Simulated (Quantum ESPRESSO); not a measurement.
Here is a Quantum ESPRESSO 7.5 calculation.

Contents of pw.in:

```
&CONTROL
  calculation = 'scf'
  prefix = 'pwscf'
  outdir = './tmp'
  pseudo_dir = './pseudo'
  tprnfor = .true.
  tstress = .true.
  disk_io = 'low'
/
&SYSTEM
  ibrav = 0
  nat = 1
  ntyp = 1
  ecutwfc = 70
  nbnd = 12
  input_dft = 'rpbe'
  occupations = 'smearing'
  smearing = 'fd'
  degauss = 0.00367493
/
&ELECTRONS
  conv_thr = 2d-10
  electron_maxstep = 120
  mixing_beta = 0.5
/
ATOMIC_SPECIES
Nb    92.9064 Nb_ONCV_PBE-1.2.upf
CELL_PARAMETERS bohr
  -3.1444097851    3.1444097851    3.1444097851
   3.1444097851   -3.1444097851    3.1444097851
   3.1444097851    3.1444097851   -3.1444097851
ATOMIC_POSITIONS bohr
Nb     0.0000000000    0.0000000000    0.0000000000
K_POINTS automatic
11 11 11 0 0 0
```

File bands.in:

```
&CONTROL
  calculation = 'bands'
  prefix = 'pwscf'
  outdir = './tmp'
  pseudo_dir = './pseudo'
  disk_io = 'low'
  verbosity = 'high'
/
&SYSTEM
  ibrav = 0
  nat = 1
  ntyp = 1
  ecutwfc = 70
  nbnd = 12
  input_dft = 'rpbe'
  occupations = 'smearing'
  smearing = 'fd'
  degauss = 0.00367493
/
&ELECTRONS
  conv_thr = 1d-08
  electron_maxstep = 120
  mixing_beta = 0.5
  diago_full_acc = .true.
  startingwfc = 'random'
/
ATOMIC_SPECIES
Nb    92.9064 Nb_ONCV_PBE-1.2.upf
CELL_PARAMETERS bohr
  -3.1444097851    3.1444097851    3.1444097851
   3.1444097851   -3.1444097851    3.1444097851
   3.1444097851    3.1444097851   -3.1444097851
ATOMIC_POSITIONS bohr
Nb     0.0000000000    0.0000000000    0.0000000000
K_POINTS crystal
60
 0.0000000000  0.0000000000  0.0000000000 1
 0.0416666667 -0.0416666667  0.0416666667 1
 0.0833333333 -0.0833333333  0.0833333333 1
 0.1250000000 -0.1250000000  0.1250000000 1
 0.1666666667 -0.1666666667  0.1666666667 1
 0.2083333333 -0.2083333333  0.2083333333 1
 0.2500000000 -0.2500000000  0.2500000000 1
 0.2916666667 -0.2916666667  0.2916666667 1
 0.3333333333 -0.3333333333  0.3333333333 1
 0.3750000000 -0.3750000000  0.3750000000 1
 0.4166666667 -0.4166666667  0.4166666667 1
 0.4583333333 -0.4583333333  0.4583333333 1
 0.5000000000 -0.5000000000  0.5000000000 1
 0.4375000000 -0.4375000000  0.5000000000 1
 0.3750000000 -0.3750000000  0.5000000000 1
 0.3125000000 -0.3125000000  0.5000000000 1
 0.2500000000 -0.2500000000  0.5000000000 1
 0.1875000000 -0.1875000000  0.5000000000 1
 0.1250000000 -0.1250000000  0.5000000000 1
 0.0625000000 -0.0625000000  0.5000000000 1
 0.0000000000  0.0000000000  0.5000000000 1
 0.0000000000  0.0000000000  0.4444444444 1
 0.0000000000  0.0000000000  0.3888888889 1
 0.0000000000  0.0000000000  0.3333333333 1
 0.0000000000  0.0000000000  0.2777777778 1
 0.0000000000  0.0000000000  0.2222222222 1
 0.0000000000  0.0000000000  0.1666666667 1
 0.0000000000  0.0000000000  0.1111111111 1
 0.0000000000  0.0000000000  0.0555555556 1
 0.0000000000  0.0000000000  0.0000000000 1
 0.0227272727  0.0227272727  0.0227272727 1
 0.0454545455  0.0454545455  0.0454545455 1
 0.0681818182  0.0681818182  0.0681818182 1
 0.0909090909  0.0909090909  0.0909090909 1
 0.1136363636  0.1136363636  0.1136363636 1
 0.1363636364  0.1363636364  0.1363636364 1
 0.1590909091  0.1590909091  0.1590909091 1
 0.1818181818  0.1818181818  0.1818181818 1
 0.2045454545  0.2045454545  0.2045454545 1
 0.2272727273  0.2272727273  0.2272727273 1
 0.2500000000  0.2500000000  0.2500000000 1
 0.2708333333  0.1875000000  0.2708333333 1
 0.2916666667  0.1250000000  0.2916666667 1
 0.3125000000  0.0625000000  0.3125000000 1
 0.3333333333  0.0000000000  0.3333333333 1
 0.3541666667 -0.0625000000  0.3541666667 1
 0.3750000000 -0.1250000000  0.3750000000 1
 0.3958333333 -0.1875000000  0.3958333333 1
 0.4166666667 -0.2500000000  0.4166666667 1
 0.4375000000 -0.3125000000  0.4375000000 1
 0.4583333333 -0.3750000000  0.4583333333 1
 0.4791666667 -0.4375000000  0.4791666667 1
 0.5000000000 -0.5000000000  0.5000000000 1
 0.2500000000  0.2500000000  0.2500000000 1
 0.2083333333  0.2083333333  0.2916666667 1
 0.1666666667  0.1666666667  0.3333333333 1
 0.1250000000  0.1250000000  0.3750000000 1
 0.0833333333  0.0833333333  0.4166666667 1
 0.0416666667  0.0416666667  0.4583333333 1
 0.0000000000  0.0000000000  0.5000000000 1
```

Potentials or basis: SG15 PBE 1.2.

Run with:

```bash
$ OMP_NUM_THREADS=1 pw.x -in pw.in > pw.out
$ OMP_NUM_THREADS=1 pw.x -in bands.in > bands.out
```

Question: Predict the pressure.

Answer: 0.5 GPa.

Question: What does it give for the band gap on the k mesh?

Answer: None (metal or under the smearing width).

Levels at the corners of the path, in eV from the Fermi level:
```
point  band 4  band 5  band 6  band 7  band 8  band 9
    Γ  -29.77   -5.83    0.40    0.40    0.40    3.23
    H  -30.63   -3.55   -3.55    5.46    5.46    5.46
    N  -29.78   -3.58   -1.56    2.20    3.25    3.91
    Γ  -29.77   -5.83    0.40    0.40    0.40    3.23
    P  -30.41   -1.05   -1.05   -1.05    4.04    4.04
    H  -30.63   -3.55   -3.55    5.46    5.46    5.46
    P  -30.41   -1.05   -1.05   -1.05    4.04    4.04
    N  -29.78   -3.58   -1.56    2.20    3.25    3.91
```

Caveat: the potentials were made for another functional, which shifts forces and pressure.
